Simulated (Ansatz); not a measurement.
An element in the bcc structure gives these cold pressures by all-electron LAPW under PBE (Ansatz 0.2.0, scalar-relativistic, no spin polarisation).

| V (Å³/atom) | P (GPa) |
| --- | --- |
| 34.62 | 0.02 |
| 32.89 | 1.16 |
| 29.43 | 4.50 |
| 25.97 | 10.03 |
| 22.51 | 19.54 |
| 19.04 | 36.9 |
| 15.58 | 72.2 |
| 13.85 | 102.2 |

Question: Which element is it?

Answer: Yb. Its zero-pressure volume in this structure is near 34.6 Å³/atom; the volume and the steepness of P(V) together point to it, though neighbours can come close. Other candidates weren't computed, and some may come near.
